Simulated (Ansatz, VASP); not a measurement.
## One calculation of KI, two programs

Contents of INCAR:

```
SYSTEM = KI
PREC = Accurate ; ENCUT = 520
EDIFF = 1E-7 ; ISMEAR = -1
SIGMA = 0.05 ; LREAL = .False.
LASPH = .True. ; NELM = 100
ALGO = Normal ; ISIF = 2
LWAVE = .False. ; LCHARG = .False.
GGA = PS ; NBANDS = 15
```

KPOINTS

```
Automatic mesh
0
Gamma
  7 7 7
  0 0 0
```

File POSCAR:

```
KI
1.0
    0.0000000000      3.4606573152      3.4606573152
    3.4606573152      0.0000000000      3.4606573152
    3.4606573152      3.4606573152      0.0000000000
I K
1 1
Direct
    0.5000000000      0.5000000000      0.5000000000
    0.0000000000      0.0000000000      0.0000000000
```

The input input.yaml:

```yaml
crystal:
  lattice:
    - [0.0, 3.4606573152, 3.4606573152]
    - [3.4606573152, 0.0, 3.4606573152]
    - [3.4606573152, 3.4606573152, 0.0]
  atoms:
    - { symbol: I, position: [0.5, 0.5, 0.5] }
    - { symbol: K, position: [0.0, 0.0, 0.0] }
hamiltonian:
  xc: pbesol
  pseudopotentials: { kind: paw }
kpoints:
  mp_grid: { grid: [7, 7, 7] }
scf:
  occupations: { method: fermi_dirac, width: 0.05 }
output:
  forces: true
  stress: true
  eigenvalues: true
  write_density: true
  write_potential: true
  elf: true
  volumetric_format: npy
```

Change from the starting cell: volume scaled by 0.94.

Alike in both runs: task single point; functional PBEsol; k mesh 7 × 7 × 7; occupations fermi-dirac, width 0.05 eV; no spin polarisation.

|  | VASP | Ansatz |
| --- | --- | --- |
| version | VASP 6.6.1 | Ansatz 0.2.0 |
| potentials or method | VASP PAW PBE potentials, release 64 (I, K_sv) | Ansatz PAW |
| plane-wave cutoff (eV) | 520 | 420 |
| valence electrons in the cell | 16 | 26 |

|  | VASP | Ansatz | Ansatz less VASP |
| --- | --- | --- | --- |
| gap on the k mesh at the Fermi level (eV) | 3.95 | 3.96 | +0.005 |
| least direct gap on the mesh (eV) | 3.95 | 3.96 | +0.005 |
| pressure (GPa) | 0.5 | 0.5 | -0.05 |

The two sets of potentials don't hold the same shells in valence.

Caveats: spin-orbit coupling is left out, which moves the levels of the heavy elements; the PAW data sets were made with another functional, which shifts forces and pressure a little (VASP); odd divisions of the mesh miss points on the zone boundary, where band edges often lie, so the gap on the mesh can be too wide (Ansatz); the PAW data sets come from PBE, with cores solved anew for the run's functional, which leaves a small shift of forces and pressure (Ansatz).
